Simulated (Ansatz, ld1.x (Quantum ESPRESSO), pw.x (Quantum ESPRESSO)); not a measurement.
**What a changed setting does to a pw.x run (fcc Si)**

Potential: ultrasoft, ld1.x (Quantum ESPRESSO) 7.5, PBEsol; core [Ne], reference 3s2 3p2; waves: 3s (bound): rcut 1.60, rcutus 2.15 bohr; 3s channel at 3.7 Ry: rcut 1.60, rcutus 2.15 bohr; 3p (bound): rcut 1.75, rcutus 2.25 bohr; 3p channel at 0.25 Ry: rcut 1.75, rcutus 2.25 bohr; 3d channel at 0.25 Ry: rcut 1.55, rcutus 1.95 bohr; local part: all-electron potential smoothed inside 1.85 bohr (lloc = -2); core correction: none; augmentation: built from norm-conserving waves at rcut, not smoothed further.

The reference run (k-mesh 15³, cutoffs 40/600 Ry, Fermi–Dirac 0.01 Ry, mixing_beta 0.4, conv_thr 1e-9, no spin) gives 1.24 GPa at 14.001 Å³/atom, where all-electron LAPW gives 0.43 GPa. This run, with its own iteration cap, changes smearing to mv.

```
&control
  calculation='scf', prefix='x', pseudo_dir='./', outdir='./tmp', tstress=.true., disk_io='none'
/
&system
  ibrav=0, nat=1, ntyp=1, ecutwfc=40, ecutrho=600, nbnd=9,
  occupations='smearing', smearing='mv', degauss=0.01
/
&electrons
  conv_thr=1e-09, mixing_beta=0.4, electron_maxstep=60
/
ATOMIC_SPECIES
Si 1.0 Si.UPF
CELL_PARAMETERS angstrom
  0.00000000 1.91297673 1.91297673
  1.91297673 0.00000000 1.91297673
  1.91297673 1.91297673 0.00000000
ATOMIC_POSITIONS crystal
Si 0.0000 0.0000 0.0000
K_POINTS automatic
15 15 15 0 0 0
```

```bash
pw.x < Si.scf.in > Si.scf.out
```

How does the run end?

It converges in 8 iterations; the free energy moves by +14.8 meV/atom and the pressure by -0.17 GPa. This scheme is built to cancel the term in the square of the width that Fermi–Dirac smearing leaves in the F of a metal.

```
Message from routine setup:
     using ibrav=0 with symmetry is DISCOURAGED, use correct ibrav instead
     lattice parameter (alat)  =       5.1124  a.u.
     unit-cell volume          =      94.4834 (a.u.)^3
     number of electrons       =         4.00
     number of Kohn-Sham states=            9
     kinetic-energy cutoff     =      40.0000  Ry
     charge density cutoff     =     600.0000  Ry
     scf convergence threshold =      1.0E-09
     Exchange-correlation= PBESOL
     number of k points=   120  Marzari-Vanderbilt smearing, width (Ry)=  0.0100
     iteration #  1     ecut=    40.00 Ry     beta= 0.40
     total energy              =      -7.85919921 Ry
     estimated scf accuracy    <       0.00368924 Ry
     iteration #  2     ecut=    40.00 Ry     beta= 0.40
     total energy              =      -7.85886930 Ry
     estimated scf accuracy    <       0.00115490 Ry
     iteration #  3     ecut=    40.00 Ry     beta= 0.40
     total energy              =      -7.85893286 Ry
     estimated scf accuracy    <       0.00000263 Ry
     iteration #  4     ecut=    40.00 Ry     beta= 0.40
     total energy              =      -7.85894441 Ry
     estimated scf accuracy    <       0.00000028 Ry
     iteration #  5     ecut=    40.00 Ry     beta= 0.40
     total energy              =      -7.85894684 Ry
     estimated scf accuracy    <       0.00000016 Ry
     iteration #  6     ecut=    40.00 Ry     beta= 0.40
     total energy              =      -7.85895079 Ry
     estimated scf accuracy    <       0.00000002 Ry
     iteration #  7     ecut=    40.00 Ry     beta= 0.40
     total energy              =      -7.85895077 Ry
     estimated scf accuracy    <          1.9E-09 Ry
     iteration #  8     ecut=    40.00 Ry     beta= 0.40
     the Fermi energy is    11.1016 ev
!    total energy              =      -7.85895081 Ry
     estimated scf accuracy    <          1.5E-10 Ry
     smearing contrib. (-TS)   =       0.00000606 Ry
     The total energy is F=E-TS. E is the sum of the following terms:
     one-electron contribution =       4.72012519 Ry
     hartree contribution      =       0.02709208 Ry
     xc contribution           =      -2.45987392 Ry
     ewald contribution        =     -10.14630021 Ry
     convergence has been achieved in   8 iterations
          total   stress  (Ry/bohr**3)                   (kbar)     P=       10.66
     Message from routine punch:
     Nothing written, as per user request (disk_io='none')
```

The run took about 8.1 s on one core of a shared host (Intel(R) Xeon(R) Platinum 8488C, 192 threads, 744 GiB, load 60).
